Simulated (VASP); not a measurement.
Write the native input for VASP 6.6.1 that does the following.

```
Task                   : single point
Functional             : r2SCAN
Potentials or basis    : VASP PAW PBE potentials, release 64 (Sn_d, Se)
Cutoff                 : 520 eV
k mesh                 : 8 × 8 × 8
Occupations            : fermi-dirac, width 0.02 eV
Spin                   : no spin polarisation
Dipole correction      : no
Further INCAR settings : ALGO = Normal; EDIFF = 1e-06; NBANDS = 17
```

SnSe:

```
Sn Se
1.0
     0.00000    3.15702    2.97349
     3.15702    0.00000    2.97349
     3.15702    3.15702    0.00000
Sn Se
1 1
Direct
  0.00000 0.00000 0.00000
  0.50000 0.50000 0.50000
```

The cell was built by a generator and needn't be a form met in nature.

The cell isn't the ideal one: epitaxial_xy strain +5.2%.

The input as run:

POSCAR

```
SnSe
1.0
    0.0000000000      3.1570221925      2.9734882587
    3.1570221925      0.0000000000      2.9734882587
    3.1570221925      3.1570221925      0.0000000000
Sn Se
1 1
Direct
    0.0000000000      0.0000000000      0.0000000000
    0.5000000000      0.5000000000      0.5000000000
```

INCAR.step1

```
SYSTEM = SnSe
  PREC = Accurate
  ENCUT = 520
  ISMEAR = -1
  SIGMA = 0.02
  LREAL = .FALSE.
  LASPH = .TRUE.
  NELM = 100
  NBANDS = 17
  GGA = PE
  ALGO = Normal
  EDIFF = 1E-4
  LWAVE = .TRUE.
  LCHARG = .FALSE.
```

INCAR.step2

```
SYSTEM = SnSe
  PREC = Accurate
  ENCUT = 520
  EDIFF = 1E-6
  ISMEAR = -1
  SIGMA = 0.02
  LREAL = .FALSE.
  LASPH = .TRUE.
  NELM = 100
  ALGO = Normal
  ISIF = 2
  LWAVE = .FALSE.
  LCHARG = .TRUE.
  METAGGA = R2SCAN
  LMIXTAU = .TRUE.
  LELF = .TRUE.
  LVHAR = .TRUE.
  NBANDS = 17
  ISTART = 1
```

KPOINTS

```
Automatic mesh
0
G
  8 8 8
  0 0 0
```

Potentials or basis: VASP PAW PBE potentials, release 64 (Sn_d, Se).

Command:

```bash
$ cat potpaw_PBE.64/Sn_d/POTCAR potpaw_PBE.64/Se/POTCAR > POTCAR
$ cp INCAR.step1 INCAR
$ mpirun -np 1 vasp_std > vasp.out
$ cp INCAR.step2 INCAR
$ mpirun -np 1 vasp_std > vasp.out
```

Results of the run:

The pressure is -3.4 GPa. The band gap on the k mesh is 0.19 eV, direct.

Caveat: the PAW data sets were made with another functional, which shifts forces and pressure a little; spin-orbit coupling is left out, which moves the levels of the heavy elements.

It took 2.7 min on 1 thread of Intel(R) Xeon(R) Platinum 8488C (Sapphire Rapids), on a shared host, peak memory 0.23 GiB.
